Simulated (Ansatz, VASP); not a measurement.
# One calculation of GaAs, two programs

The input POSCAR:

```
GaAs
1.0
    0.0000000000      2.8640496607      2.8640496607
    2.8640496607      0.0000000000      2.8640496607
    2.8640496607      2.8640496607      0.0000000000
As Ga
1 1
Direct
    0.7500000000      0.7500000000      0.7500000000
    0.0000000000      0.0000000000      0.0000000000
```

Contents of INCAR.step1:

```
PREC     = Accurate       # precision mode
ENCUT    = 520            # plane-wave cutoff, eV
EDIFF    = 1E-5           # SCF threshold, eV
ISMEAR   = -1             # smearing method
SIGMA    = 0.05           # smearing width, eV
LREAL    = F              # projectors in reciprocal space
LASPH    = T              # aspherical terms in the spheres
NELM     = 100            # most SCF steps
ALGO     = Normal         # electronic algorithm
ISIF     = 2              # what is computed and relaxed
LWAVE    = T              # write WAVECAR
LCHARG   = F              # write CHGCAR
NBANDS   = 16             # bands
GGA      = PE             # functional
```

INCAR.step2

```
PREC     = Accurate       # precision mode
ENCUT    = 520            # plane-wave cutoff, eV
EDIFF    = 1E-6           # SCF threshold, eV
ISMEAR   = -1             # smearing method
SIGMA    = 0.05           # smearing width, eV
LREAL    = F              # projectors in reciprocal space
LASPH    = T              # aspherical terms in the spheres
NELM     = 100            # most SCF steps
ALGO     = Normal         # electronic algorithm
ISIF     = 2              # what is computed and relaxed
LWAVE    = F              # write WAVECAR
LCHARG   = F              # write CHGCAR
GGA      = PS             # functional
LHFCALC  = T              # exact exchange
AEXX     = 0.25           # exact-exchange fraction
HFSCREEN = 0.207          # screening, 1/A
PRECFOCK = Normal       
NBANDS   = 16             # bands
ISTART   = 1
```

KPOINTS

```
regular mesh
0
Gamma
  4 4 4
```

input.yaml

```yaml
crystal:
  lattice:
    - [0.0, 2.8640496607, 2.8640496607]
    - [2.8640496607, 0.0, 2.8640496607]
    - [2.8640496607, 2.8640496607, 0.0]
  atoms:
    - { symbol: As, position: [0.75, 0.75, 0.75] }
    - { symbol: Ga, position: [0.0, 0.0, 0.0] }
hamiltonian:
  xc:
    exchange: hjs_pbesol
    correlation: pbesol
    exx: { coeff: 0.25, omega: 0.207 }
  pseudopotentials: { kind: paw }
kpoints:
  mp_grid: { grid: [4, 4, 4] }
scf:
  occupations: { method: fermi_dirac, width: 0.05 }
output:
  forces: true
  stress: true
  eigenvalues: true
```

Alike in both runs: task single point; functional PBEsol-based screened hybrid; k mesh 4 × 4 × 4; occupations fermi-dirac, width 0.05 eV; no spin polarisation.

```csv
,VASP,Ansatz
version,VASP 6.6.1,Ansatz 0.2.0
potentials or method,"VASP PAW PBE potentials, release 64 (As, Ga_d)",Ansatz PAW
plane-wave cutoff (eV),520,420
valence electrons in the cell,18,28
```

Ansatz gave:

| Property | Result |
| --- | --- |
| gap on the k mesh at the Fermi level (eV) | 1.03 |
| least direct gap on the mesh (eV) | 1.03 |
| pressure (GPa) | -3.4 |

Estimate VASP's values.

gap on the k mesh at the Fermi level (eV): 1.04; least direct gap on the mesh (eV): 1.04; pressure (GPa): -3.5.

With one functional, cell and mesh, what is left measures potentials, basis and numerics. The two sets of potentials don't hold the same shells in valence.

Caveats: the k mesh is coarse (spacing up to 0.47 Å⁻¹), so the values aren't converged (VASP); the PAW data sets were made with another functional, which shifts forces and pressure a little (VASP); the k mesh is coarse (spacing up to 0.47 Å⁻¹), so the values aren't converged, least of all with exact exchange (Ansatz); the PAW data sets come from PBE, with cores solved anew for the run's functional, which leaves a small shift of forces and pressure (Ansatz); the thresholds are loose for stress (Ansatz).
